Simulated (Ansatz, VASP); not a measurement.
## Cross-check of ZnS between VASP and Ansatz

One calculation is typed for both programs; each brings its own data sets. How far apart do they land? The structure shown is the end of the Ansatz relaxation below.

Calculated with Ansatz 0.2.0; plane waves, with VASP 6.6.1 beside it; single point at LDA.

## (1) Starting point

Symmetry: I-4m2, No. 119, tetragonal system. The conventional cell has a = 3.759 Å, b = 3.759 Å, c = 5.244 Å, α = 90.00°, β = 90.00°, γ = 90.00°. Nearest to S lie 4 Zn at 2.29 Å. Nearest to Zn lie 4 S at 2.29 Å. Farther neighbours and most contacts between anions are not listed.

## (2) Ansatz: relaxation, LDA

Ansatz runs on its PAW soft_1 files.

This run makes the geometry at which the two programs are then compared.

input.yaml

```yaml
crystal:
  lattice:
    - [0.0, 2.6483577737, 2.621874196]
    - [2.6483577737, 0.0, 2.621874196]
    - [2.6483577737, 2.6483577737, 0.0]
  atoms:
    - { symbol: S, position: [0.0, 0.0, 0.0] }
    - { symbol: Zn, position: [0.75, 0.75, 0.75] }
  conventional_axes: [[-1, 1, 1], [1, -1, 1], [1, 1, -1]]
kpoints:
  mp_grid: { grid: [12, 12, 12] }
hamiltonian:
  xc: lda
  pseudopotentials: { kind: paw, azcp: { folder: soft_1 }, xc_functional: pbe }
scf:
  occupations: { method: fixed }
output:
  forces: true
  stress: true
  eigenvalues: true
relax:
  adjacent_minimum: "off"
  f_tol: 0.001
  max_steps: 60
  cell: { stress_tol: 0.01, fix: [c, angles] }
```

Launch:

```bash
$ ansatz run input.yaml --threads 4 --pin off --max-ram 10240MiB --backend cpu --events-out ev --progress --plain --runs-dir out
```

Numbers of over 12 decimals in the logs are rounded to 6 here.

The log of the run:

```text
Engine: ansatz 0.2.0, aarch64-unknown-linux-gnu
Pseudopotentials: kind: paw
Pseudopotential: S, paw, valence charge 6, recommended cutoff 420 eV (normal), soft_1/S.paw.azcp
Pseudopotential: Zn, paw, valence charge 12, recommended cutoff 420 eV (normal), soft_1/Zn.paw.azcp
Functional definition: SPW92
  exchange = slater_x
  correlation = pw_c
Crystal: 2 atoms, lattice volume = 36.779 Å³
Basis set: ecut = 420 eV, 725 PW (Γ)
Bands: 13, of which v1, the nominal top of the filled ones, is band 9 counted from 1 (8 counted from 0)
Symmetry: 8 space group operations
Space group: I-4m2 (ITA 119), of the structure as read, at distance tolerance 3.3e-5 Å
k-points: 163 of 1728 (time reversal used)
Non-local potential: S, projectors of the file, l = 0: 2, l = 1: 2, l = 2: 1
Non-local potential: Zn, projectors of the file, l = 0: 2, l = 1: 2, l = 2: 3, l = 3: 1
PAW form: soft (Blöchl's): semilocal exchange-correlation on the pseudo side does not see the compensation charge
PAW frozen core: S, regenerated for the run's functional, and the local potential with it (the file was generated under x = pbe(κ = 0.804, μ = 0.219515), c = pbe(β = 0.066725))
PAW frozen core: Zn, regenerated for the run's functional, and the local potential with it (the file was generated under x = pbe(κ = 0.804, μ = 0.219515), c = pbe(β = 0.066725))
PAW one-centre angular grid: S, 110 points (default); XC on 64 Gauss nodes
PAW one-centre angular grid: Zn, 590 points (default); XC on 64 Gauss nodes
Initial density: superposition of atomic densities (chi_scale 0.1, normalization cell, long waves kept (reshape's long-wave potential 0.00 eV rms))
Initial wavefunctions: pseudopotential atomic-orbital guess
Functional: x = slater, c = lda
SCF iter   1: F=—  HF=-4117.545552 eV  |F-HF|=—  |Δ(HF+E_count)|=         —  Δρ=3.83e-2  dr2=3.39e-1  ethr=3.10e-3  ⟨swp⟩=5.1  Hψ=12714  notcnv=0  defer=307
preconditioner: auto → none  [insulator: Δε(μ)=2.402 eV  Ē_g=12.836 eV  n_scr=14 (ndim 8)  ℏωp=26.0 eV  f_vac=0.000  ε∞_Penn≈5.1]
SCF iter   2: F=—  HF=-4117.457019 eV  |F-HF|=—  |Δ(HF+E_count)|=   8.85e-2  Δρ=1.47e-2  dr2=4.07e-2  ethr=1.88e-3  ⟨swp⟩=2.6  Hψ=5021  notcnv=0  defer=312
SCF iter   3: F=—  HF=-4117.446318 eV  |F-HF|=—  |Δ(HF+E_count)|=   1.07e-2  Δρ=9.84e-3  dr2=1.74e-2  ethr=2.26e-4  ⟨swp⟩=2.0  Hψ=3755  notcnv=0  defer=320
SCF iter   4: F=—  HF=-4117.441474 eV  |F-HF|=—  |Δ(HF+E_count)|=   4.84e-3  Δρ=2.38e-3  dr2=1.34e-3  ethr=9.69e-5  ⟨swp⟩=2.0  Hψ=5056  notcnv=0  defer=323
SCF iter   5: F=—  HF=-4117.441295 eV  |F-HF|=—  |Δ(HF+E_count)|=   1.79e-4  Δρ=6.26e-4  dr2=8.19e-5  ethr=7.44e-6  ⟨swp⟩=2.1  Hψ=3621  notcnv=0  defer=325
SCF iter   6: F=—  HF=-4117.441307 eV  |F-HF|=—  |Δ(HF+E_count)|=   1.17e-5  Δρ=1.35e-4  dr2=2.96e-6  ethr=4.55e-7  ⟨swp⟩=2.3  Hψ=3555  notcnv=0  defer=3
SCF iter   7: F=-4117.441306 eV  HF=-4117.441307 eV  |F-HF|=1.49e-7  |Δ(HF+E_count)|=   5.77e-7  Δρ=2.14e-5  dr2=7.66e-8  ethr=5.56e-10  ⟨swp⟩=6.9  Hψ=15686  notcnv=0
SCF 1 converged in 7 iterations: F = -4117.441306 eV  dr2 = 7.66e-8
  greatest PAW one-centre occupation: 0.983 electrons in one spin orbital (limit 2), on the Zn atom at site 1 (counted from 0), in its partial waves of l = 2
relax step   1: F+E_penalty+E_count = -4117.44130640 eV  Δ(F+E_penalty+E_count) = +0.000e0 eV  max|allowed force component| = 1.249e-16 eV/Å  Δτ_max = 0.0000 Å  P = +0.880 GPa  Ω = 36.779 Å³  fix = [c, alpha, beta, gamma]  reactions: c +1.174 GPa  (7 SCF iters, dr2 threshold 1.00e-7 eV, accepted)
[...]
relax step   2: F+E_penalty+E_count = -4117.44175911 eV  Δ(F+E_penalty+E_count) = -4.527e-4 eV  max|allowed force component| = 8.327e-17 eV/Å  Δτ_max = 0.0000 Å  P = +0.498 GPa  Ω = 36.935 Å³  energy of the carried Pulay correction = -5.961e-5 eV  fix = [c, alpha, beta, gamma]  reactions: c +0.855 GPa  (4 SCF iters, dr2 threshold 2.00e-7 eV, accepted)
[...]
relax step   3: F+E_penalty+E_count = -4117.44183550 eV  Δ(F+E_penalty+E_count) = -7.639e-5 eV  max|allowed force component| = 1.110e-16 eV/Å  Δτ_max = 0.0000 Å  P = +0.207 GPa  Ω = 37.056 Å³  energy of the carried Pulay correction = -1.058e-4 eV  fix = [c, alpha, beta, gamma]  reactions: c +0.612 GPa  (4 SCF iters, dr2 threshold 2.00e-7 eV, accepted)
[...]
relax step   4: F+E_penalty+E_count = -4117.44194388 eV  Δ(F+E_penalty+E_count) = -1.084e-4 eV  max|allowed force component| = 1.041e-16 eV/Å  Δτ_max = 0.0000 Å  P = +0.208 GPa  Ω = 37.056 Å³  fix = [c, alpha, beta, gamma]  reactions: c +0.613 GPa  stress off target by 4.92e-3 GPa on what of the cell is left free  SCF on the basis re-selected at this cell (its energy is not comparable with the rows above)  (7 SCF iters)
basis re-selected at this cell: Δ(F+E_penalty+E_count) = -1.084e-4 eV, ΔP = +0.001 GPa vs the last step (what re-selecting the basis moved, of the pressure what is left beyond the Pulay correction that the steps carried, after the strain that the cell walked since its last selection, with what the two solves' SCF thresholds leave and, on support functions, any second-order correction that the steps lacked; it is no m [...]
SCF converged after 7 iterations
Free energy (F): -4117.441944 eV
Harris-Foulkes:  -4117.441944 eV  (|F-HF|=9.09e-13)
Internal energy: -4117.441944 eV  (E = F + TS)
E sigma→0 (E₀):  -4117.441944 eV
Fermi energy:    6.366592 eV
--- Per-component energies (eV) ---
  E_band       = 8.956615
  E_kinetic    = 255.937302
  E_local      = -2231.392804  (includes V_loc(G=0)·N_el)
  E_nonlocal   = 857.437665
  E_hartree    = 847.539119
  E_xc         = -166.878523
  E_vxc        = -135.768971  (∫ρ·V_xc dr)
  E_paw        = -2401.922184  (= ΣΔE_a)
  E_vpaw       = -432.334592  (= ΣTr[D̂ρ^β])
  E_aug_tail   = -0.000239  (compensation charges beyond the density's cutoff)
  E_ewald      = -1279.872622
  E_core_change = 1.710341  (= ΣΔE_core)
  E_smearing   = -0.000000  (= −TS)
  E_closure    = -0.000000  (closes the sum)
  Σ components = -4117.441944   (vs F -4117.441944, Δ=0.00e0)
--- Forces (eV/Å), atoms counted from 1 ---
  atom   1  S      0.00000000    -0.00000000    -0.00000000
  atom   2  Zn    -0.00000000     0.00000000    -0.00000000
  max |Σ_I F_I| component: 2.78e-17 eV/Å
--- Stress (GPa, compression-positive) ---
        0.004923       0.000000       0.000000
        0.000000       0.004923      -0.000000
        0.000000      -0.000000       0.612786
  P = ⅓ Tr σ = 0.2075 GPa (2.075 kbar)
--- Band table (eV; the first three rows and the last of 163) ---
  k-point 0: bands = [... 5 lower, 0.1379, 6.3160, 6.3160, 6.3666, 8.4632, 12.5000, 12.5000, 12.5036]
  k-point 1: bands = [... 5 lower, 0.1364, 5.6945, 6.2354, 6.2737, 8.9509, 12.4364, 12.6308, 12.6385]
  k-point 2: bands = [... 5 lower, 0.1343, 4.5146, 6.0293, 6.0767, 9.5764, 12.5469, 12.9241, 12.9532]
  k-point 162: bands = [... 5 lower, 0.3978, 1.4680, 3.7951, 3.7951, 9.3271, 10.1015, 17.5813, 18.4725]
--- Relaxed structure (3 steps of the walk, 3 accepted, 1 SCFs on fresh bases) ---
  F+E_penalty+E_count = -4117.44194388 eV   max|allowed force component| = 1.041e-16 eV/Å   (the final SCF, on the basis selected at the relaxed cell)
  cell:  # Å, volume = 37.0565 Å³
    - [0, 2.658344, 2.621874196]
    - [2.658344, 0, 2.621874196]
    - [2.658344, 2.658344, 0]
  atoms:
    - { symbol: S, position: [0, 0, 0] }
    - { symbol: Zn, position: [0.750000, 0.750000, 0.750000] }
```

## (3) VASP: single point, LDA, pair 1

The same cell, functional (in two slightly different forms) and mesh now go to VASP, with its own data sets.

Lines of VASP's logs that name or quote its potential files are left out, and so is its time.

INCAR

```
SYSTEM = ZnS
PREC = Accurate
ENCUT = 500
EDIFF = 1E-06
NELM = 120
ISMEAR = 0
SIGMA = 0.01
LREAL = .FALSE.
ALGO = Normal
GGA = CA
NBANDS = 15
LORBIT = 11
LWAVE = .FALSE.
LCHARG = .FALSE.
ISIF = 2
LASPH = .TRUE.
GGA_COMPAT = .FALSE.
EFERMI = MIDGAP
KPAR = 2
```

POSCAR

```
ZnS
1.0
    0.0000000000      2.6583435248      2.6218741960
    2.6583435248      0.0000000000      2.6218741960
    2.6583435248      2.6583435248      0.0000000000
S Zn
1 1
Direct
    0.0000000000      0.0000000000      0.0000000000
    0.7500000000      0.7500000000      0.7500000000
```

KPOINTS

```
Automatic mesh
0
Gamma
12 12 12
0 0 0
```

PAW data sets: S and Zn (LDA family, release 64).

Launch:

```bash
$ mpirun -np 2 vasp_std
```

The log of the run:

```text
[banner, memory and clock lines left out]
running    2 mpi-ranks, on    1 nodes
 distrk:  each k-point on    1 cores,    2 groups
 distr:  one band on    1 cores,    1 groups

 POSCAR found type information on POSCAR S Zn
 POSCAR found :  2 types and       2 ions
 LDA part: xc-table for (Slater(with rela. corr.)+CA(PZ))
 , standard interpolation
 POSCAR, INCAR and KPOINTS ok, starting setup
 FFT: planning ... GRIDC
 FFT: planning ... GRID_SOFT
 FFT: planning ... GRID
 WAVECAR not read
 entering main loop
       N       E                     dE             d eps       ncg     rms          rms(c)
DAV:   1     0.800620790861E+02    0.80062E+02   -0.84585E+03  4890   0.141E+03
DAV:   2    -0.343494311672E+01   -0.83497E+02   -0.78425E+02  5506   0.265E+02
DAV:   3    -0.859249521032E+01   -0.51576E+01   -0.51313E+01  6108   0.632E+01
DAV:   4    -0.864525161295E+01   -0.52756E-01   -0.52740E-01  5779   0.668E+00
DAV:   5    -0.864584115794E+01   -0.58954E-03   -0.58953E-03  6241   0.687E-01    0.770E+00
DAV:   6    -0.824324783292E+01    0.40259E+00   -0.80838E-01  7358   0.339E+01    0.589E+00
DAV:   7    -0.821359562552E+01    0.29652E-01   -0.25504E-01  5933   0.543E+00    0.281E+00
DAV:   8    -0.820744778439E+01    0.61478E-02   -0.58120E-03  7492   0.135E+00    0.645E-01
DAV:   9    -0.820688736856E+01    0.56042E-03   -0.12422E-03  5597   0.271E-01    0.802E-02
DAV:  10    -0.820690251725E+01   -0.15149E-04   -0.87960E-05  6199   0.903E-02    0.248E-02
DAV:  11    -0.820689945720E+01    0.30600E-05   -0.10854E-05  7622   0.729E-02    0.457E-03
DAV:  12    -0.820689956080E+01   -0.10360E-06   -0.11593E-06  3553   0.133E-02
   1 F= -.82068996E+01 E0= -.82068996E+01  d E =0.000000E+00
```

OUTCAR, selected parts (step 3):

```text
ion  position               nearest neighbor table
   1  0.000  0.000  0.000-   2 2.29   2 2.29   2 2.29   2 2.29
   2  0.750  0.750  0.750-   1 2.29   1 2.29   1 2.29   1 2.29

  LATTYP: Found a body centered tetragonal cell.
 ALAT       =     3.7594654662
 C/A-ratio  =     1.3948122251

 Subroutine GETGRP returns: Found  8 space group operations
 (whereof  8 operations were pure point group operations)

The static configuration has the point symmetry D_2d.

 Found    163 irreducible k-points:

   k-points           NKPTS =    163   k-points in BZ     NKDIM =    163   number of bands    NBANDS=     15

   dimension x,y,z NGX =    28 NGY =   28 NGZ =   28
   dimension x,y,z NGXF=    56 NGYF=   56 NGZF=   56

   ENCUT  =  500.0 eV  36.75 Ry    6.06 a.u.   6.81  6.81  6.85*2*pi/ulx,y,z

   NELECT =      18.0000    total number of electrons

 k-points in reciprocal lattice and weights: Automatic mesh
   0.00000000  0.00000000  0.00000000       0.001
   0.08333333  0.00000000  0.00000000       0.005
   0.16666667  0.00000000  0.00000000       0.005
   0.25000000  0.00000000  0.00000000       0.005
   0.33333333  0.00000000  0.00000000       0.005
   0.41666667 -0.00000000  0.00000000       0.005
   0.50000000  0.00000000  0.00000000       0.002
   0.08333333  0.08333333  0.00000000       0.001
   0.16666667  0.08333333  0.00000000       0.005
[...]
-0.33333333  0.16666667  0.50000000       0.002
  -0.25000000  0.25000000  0.50000000       0.001

 average (electrostatic) potential at core
       1 -88.7366       2 -37.0288

 E-fermi :   3.6416

 k-point     1 :       0.0000    0.0000    0.0000
  band No.  band energies     occupation
    ...
      5      -3.6759      2.00000
      6      -3.6698      2.00000
      7       2.5223      2.00000
      8       2.5223      2.00000
      9       2.5726      2.00000
     10       4.7107      0.00000
     11       8.7464      0.00000
     12       8.7464      0.00000
     13       8.7494      0.00000
     14      14.2481      0.00000
    ...

 k-point     2 :       0.0833    0.0000    0.0000
  band No.  band energies     occupation
    ...
      5      -3.6769      2.00000
      6      -3.6713      2.00000
      7       1.9035      2.00000
      8       2.4418      2.00000
      9       2.4799      2.00000
     10       5.1953      0.00000
     11       8.6825      0.00000
     12       8.8782      0.00000
     13       8.8857      0.00000
     14      13.8782      0.00000
    ...

 k-point     3 :       0.1667    0.0000    0.0000
  band No.  band energies     occupation
    ...
      5      -3.6775      2.00000
      6      -3.6734      2.00000
      7       0.7237      2.00000
      8       2.2358      2.00000
      9       2.2832      2.00000
     10       5.8189      0.00000
     11       8.7942      0.00000
     12       9.1732      0.00000
     13       9.2025      0.00000
     14      13.4121      0.00000
    ...

  Total        0.0544424      0.0544424      0.1946973      0.0000000     -0.0000000      0.0000000
  in kB        2.3538760      2.3538760      8.4179516      0.0000000     -0.0000000      0.0000000
  external PRESSURE =       4.3752346 kB  Pullay stress =       0.0000000 kB

  energy-cutoff  :      500.00
  volume of cell :       37.06
      direct lattice vectors                 reciprocal lattice vectors
     0.000000000  2.658343525  2.621874196    -0.188087053  0.188087053  0.190703277
     2.658343525  0.000000000  2.621874196     0.188087053 -0.188087053  0.190703277
     2.658343525  2.658343525  0.000000000     0.188087053  0.188087053 -0.190703277

 POSITION                                       TOTAL-FORCE (eV/Angst)
 -----------------------------------------------------------------------------------
      0.00000      0.00000      0.00000        -0.000000     -0.000000      0.000000
      3.98752      3.98752      3.93281         0.000000      0.000000     -0.000000
 -----------------------------------------------------------------------------------
    total drift:                                0.000001      0.000001      0.000001

  FREE ENERGIE OF THE ION-ELECTRON SYSTEM (eV)
  ---------------------------------------------------
  free  energy   TOTEN  =        -8.2068995608 eV

  energy  without entropy=       -8.2068995608  energy(sigma->0) =       -8.20689956

 total charge
# of ion       s       p       d       tot
------------------------------------------
    1        1.312   2.445   0.000   3.757
    2        0.551   0.544   9.805  10.900
--------------------------------------------------
tot          1.863   2.989   9.805  14.657

[... 3 further parts left out ...]
```

The run ends at a pressure of 0.44 GPa.

## (4) Differences

Known differences besides the potentials themselves: the two LDA forms differ slightly; fixed occupations in Ansatz, narrow Gaussian smearing in VASP; the cutoff is 420 eV in Ansatz and 500 eV in VASP; VASP's log shows a relativistic correction to its local exchange, Ansatz's none; Ansatz's pressure holds a Pulay correction, VASP's none. Total energies have different zeros and are not compared.

Both answers:

| quantity | Ansatz | VASP | difference |
| --- | --- | --- | --- |
| pressure (GPa) | 0.21 | 0.44 | -0.23 |
| gap on the k mesh (eV) | 2.097 | 2.138 | -0.042 |

A gap on the mesh is an upper bound, since the band edges may lie between its points.

## (5) Ansatz: relaxation, LDA

This run makes the geometry at which the two programs are then compared. The cell compared in this pair holds 36.97 Å³, against 37.06 Å³ for the pair before.

The structure compared here is the end of the Ansatz relaxation.

Edit input.yaml of step 2 so:

```diff
@@ -2,5 +2,5 @@
   lattice:
-    - [0.0, 2.6483577737, 2.621874196]
-    - [2.6483577737, 0.0, 2.621874196]
-    - [2.6483577737, 2.6483577737, 0.0]
+    - [0.0, 2.6583435248, 2.5953906183]
+    - [2.6583435248, 0.0, 2.5953906183]
+    - [2.6583435248, 2.6583435248, 0.0]
   atoms:
```

Launch:

```bash
$ ansatz run input.yaml --threads 4 --pin off --max-ram 10240MiB --backend cpu --events-out ev --progress --plain --runs-dir out
```

The log of the run:

```text
[...]
Crystal: 2 atoms, lattice volume = 36.682 Å³
Basis set: ecut = 420 eV, 725 PW (Γ)
Bands: 13, of which v1, the nominal top of the filled ones, is band 9 counted from 1 (8 counted from 0)
Symmetry: 8 space group operations
[...]
k-points: 163 of 1728 (time reversal used)
[...]
k-point 162: bands = [... 5 lower, 0.4417, 1.5511, 3.7679, 3.7679, 9.3053, 10.0398, 17.7411, 18.5016]
--- Relaxed structure (3 steps of the walk, 3 accepted, 1 SCFs on fresh bases) ---
[...]
cell:  # Å, volume = 36.9672 Å³
    - [0, 2.668651, 2.5953906183]
    - [2.668651, 0, 2.5953906183]
    - [2.668651, 2.668651, 0]
  atoms:
    - { symbol: S, position: [0, 0, 0] }
    - { symbol: Zn, position: [0.750000, 0.750000, 0.750000] }
[key lines of the parts left out:]
SCF converged after 7 iterations
Free energy (F): -4117.439826 eV
Fermi energy:    6.431571 eV
P = ⅓ Tr σ = 0.4017 GPa (4.017 kbar)
```

## (6) VASP: single point, LDA, pair 2

The same cell, functional (in two slightly different forms) and mesh now go to VASP, with its own data sets.

INCAR is that of step 3.

POSCAR

```
ZnS
1.0
    0.0000000000      2.6686509176      2.5953906183
    2.6686509176      0.0000000000      2.5953906183
    2.6686509176      2.6686509176      0.0000000000
S Zn
1 1
Direct
    0.0000000000      0.0000000000      0.0000000000
    0.7500000000      0.7500000000      0.7500000000
```

KPOINTS is that of step 3.

Launch:

```bash
$ mpirun -np 2 vasp_std
```

The log of the run:

```text
[... set-up lines as in an earlier step ...]
 entering main loop
       N       E                     dE             d eps       ncg     rms          rms(c)
DAV:   1     0.800169936297E+02    0.80017E+02   -0.84996E+03  4898   0.141E+03
DAV:   2    -0.346866242307E+01   -0.83486E+02   -0.78393E+02  5478   0.266E+02
DAV:   3    -0.859170546383E+01   -0.51230E+01   -0.50974E+01  6129   0.632E+01
DAV:   4    -0.864391661107E+01   -0.52211E-01   -0.52196E-01  5842   0.665E+00
[...]
DAV:  10    -0.820463498838E+01   -0.15111E-04   -0.88996E-05  6157   0.915E-02    0.256E-02
DAV:  11    -0.820463191787E+01    0.30705E-05   -0.11085E-05  7713   0.738E-02    0.465E-03
DAV:  12    -0.820463202034E+01   -0.10246E-06   -0.11751E-06  3561   0.137E-02
   1 F= -.82046320E+01 E0= -.82046320E+01  d E =0.000000E+00
```

[end of part 1 of 2]

[Lines on the potential files, build, host, timing and source positions are cut from VASP's logs without a mark.]

[Logs are printed without paths, hosts, clocks, repeated set-up lines and the standing remarks that a program may print on its own settings, such as how far it seeks lower states.]

[Hosts, paths, dates, database ids (printed as entryN), source tags and the programs' standing remarks are cut or masked in the printed files.]
